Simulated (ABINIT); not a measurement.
Crystal: C.

```
C
1.0
     0.00000    1.78337    1.78337
     1.78337    0.00000    1.78337
     1.78337    1.78337    0.00000
C
2
Direct
  0.75000 0.75000 0.75000
  0.50000 0.50000 0.50000
```

This isn't the form of C at room conditions, which is graphite.

Base run:

```yaml
Program: ABINIT 10.8.3 (patched build)
Functional: PW91
Potentials_or_basis: PseudoDojo NC SR PBE v0.4.1 standard
Cutoff: 1116 eV
k_mesh: 13 × 13 × 13
Occupations: fermi-dirac, width 0.05 eV
Spin: no spin polarisation
```

Its results: band gap on the k mesh 4.23 eV, indirect (least direct gap 5.64 eV); pressure 3.0 GPa.

Problem. After a change of settings the same cell gave: band gap on the k mesh 4.45 eV, indirect (least direct gap 5.74 eV); pressure 13.8 GPa. Which change was it?
A. potentials or basis from PseudoDojo NC SR PBE v0.4.1 standard to JTH PAW PBE v2.0; cutoff from 1116 eV to 544 eV
B. functional from PW91 to rPW86PBE
C. functional from PW91 to LDA; potentials or basis from PseudoDojo NC SR PBE v0.4.1 standard to JTH PAW LDA v2.0; cutoff from 1116 eV to 544 eV
D. functional from PW91 to AM05; potentials or basis from PseudoDojo NC SR PBE v0.4.1 standard to PseudoDojo NC SR PBEsol v0.4.1 standard

Solution. B.

Caveats: the potentials were made for another functional, which shifts forces and pressure.

Not every run made on this cell is shown here.
